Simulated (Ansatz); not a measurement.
# SrTiO3: stress in a strained cell

Aim: deform SrTiO3 (zz strain of +3 %) and compute stress, forces and field gradients with LAPW, PAW and all-electron datasets made for the crystal.

Method: DFT PBE, scalar-relativistic, in Ansatz 0.2.0.

**1. The system as given**

Symmetry: Pm-3m, No. 221, cubic system. Conventional cell: a = 3.905 Å, b = 3.905 Å, c = 3.905 Å, α = 90.00°, β = 90.00°, γ = 90.00°. Sr (site symmetry m-3m) is surrounded by 12 O at 2.76 Å. Around Ti (site symmetry m-3m) lie 6 O at 1.95 Å. O (site symmetry 4/mmm) is surrounded by 2 Ti at 1.95 Å and 4 Sr at 2.76 Å.

Coordinates:

```
CELL_PARAMETERS angstrom
3.90500 0.00000 0.00000
0.00000 3.90500 0.00000
0.00000 0.00000 3.90500
ATOMIC_POSITIONS crystal
Sr 0.00000 0.00000 0.00000
Ti 0.50000 0.50000 0.50000
O 0.00000 0.50000 0.50000
O 0.50000 0.00000 0.50000
O 0.50000 0.50000 0.00000
```

Atoms are numbered in the order of the input: Sr1, Ti2, O3, O4, O5.

**2. The deformed structure**

Space group Pm-3m before, P4/mmm after.

**3. LAPW, all electrons**

input.yaml reads:

```yaml
crystal:
  lattice:
    - [3.905, 0.0, 0.0]
    - [0.0, 3.905, 0.0]
    - [0.0, 0.0, 4.02215]
  atoms:
    - { symbol: Sr, position: [0.0, 0.0, 0.0] }
    - { symbol: Ti, position: [0.5, 0.5, 0.5] }
    - { symbol: O, position: [0.0, 0.5, 0.5] }
    - { symbol: O, position: [0.5, 0.0, 0.5] }
    - { symbol: O, position: [0.5, 0.5, 0.0] }
kpoints:
  mp_grid: { grid: [7, 7, 7] }
  band_path:
    path:
      - [0.0, 0.0, 0.0]
      - [0.0, 0.5, 0.0]
      - [0.5, 0.5, 0.0]
      - [0.0, 0.0, 0.0]
      - [0.0, 0.0, 0.5]
      - [0.0, 0.5, 0.5]
      - [0.5, 0.5, 0.5]
      - [0.0, 0.0, 0.5]
      - [0.0, 0.5, 0.0]
    npoints: 5
scf:
  occupations: { method: fermi_dirac, width: 0.05 }
hamiltonian:
  xc: pbe
  pseudopotentials: { kind: all_electron, lapw: { basis_error: 0.001 } }
output:
  forces: true
  stress: true
  eigenvalues: true
```

The run is started by

```console
> ansatz run input.yaml --threads 2 --pin off --max-ram 6144MiB --backend cpu --events-out ev --progress --plain --runs-dir out
```

**4. PAW on the default files**

input.yaml reads:

```yaml
crystal:
  lattice:
    - [3.905, 0.0, 0.0]
    - [0.0, 3.905, 0.0]
    - [0.0, 0.0, 4.02215]
  atoms:
    - { symbol: Sr, position: [0.0, 0.0, 0.0] }
    - { symbol: Ti, position: [0.5, 0.5, 0.5] }
    - { symbol: O, position: [0.0, 0.5, 0.5] }
    - { symbol: O, position: [0.5, 0.0, 0.5] }
    - { symbol: O, position: [0.5, 0.5, 0.0] }
kpoints:
  mp_grid: { grid: [7, 7, 7] }
scf:
  occupations: { method: fermi_dirac, width: 0.05 }
hamiltonian:
  xc: pbe
  pseudopotentials: { kind: paw }
output:
  forces: true
  stress: true
  eigenvalues: true
  efg: { contact_densities: true }
```

**5. Datasets made for this crystal**

input.yaml, as its differences from that of step 4:

```diff
@@ -17,3 +17,3 @@
   xc: pbe
-  pseudopotentials: { kind: paw }
+  pseudopotentials: { kind: all_electron, datasets: crystal }
 output:
```

(Steps that only read results are left out.)

Q: Predict the outcome of this session. Wanted: pressure; largest shear or deviatoric stress.

**Answer**, as computed:

| quantity | value |
| --- | --- |
| pressure | LAPW -0.71, PAW -0.70, crystal datasets -0.71 GPa |
| largest shear or deviatoric stress (LAPW) | 3.94 GPa |

In words: The largest part of the stress beyond the pressure is 3.94 GPa in size, in the zz component; the atoms are carried along and not relaxed. No run of the undeformed cell stands beside it, so the pressure holds what the given cell had before the change. PAW: stress within 0.01 GPa of LAPW. Crystal datasets: stress within 0.01 GPa of LAPW.
